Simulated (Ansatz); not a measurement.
The parent structure is RuO$_{2}$ in the rutile structure (space group P4_2/mnm, No. 136; a = 4.480 Å, c = 3.107 Å). Axes: x, y, z lie along a, b, c of the conventional cell.

The values are results of Kohn–Sham DFT with the r2SCAN functional, run in Ansatz (an electronic-structure program) with PAW and 500 eV plane waves, no SOC, not measurements.

The change: an isotropic linear strain of −1.91 %; the atoms relax in the strained cell.

Task: Predict the stress tensor and what it implies for the stiffness.

Result: Stress of the strained cell less that of the base (GPa, compression positive):
```
   17.8     0.0     0.0
    0.0    17.8     0.0
    0.0     0.0    21.9
```

Then B = −ΔP/(ΔV/V₀) with ΔV/V₀ = -0.0562 gives secant stiffness values (nonlinear terms included at this strain): B (at held cell shape, above the free-shape value) ≈ 341 GPa.

As a check, the harmonic strain energy −½ V₀ Δσ:ε is 36 meV/atom; the computed energy rise is 33 meV/atom.

Whether these cells are dynamically stable was not tested. Starting moments died away, wholly or in part, for the base; another magnetic solution may exist. No Hubbard U is applied, and correlation can decide whether such a compound is a metal. All final runs are without spin polarisation.
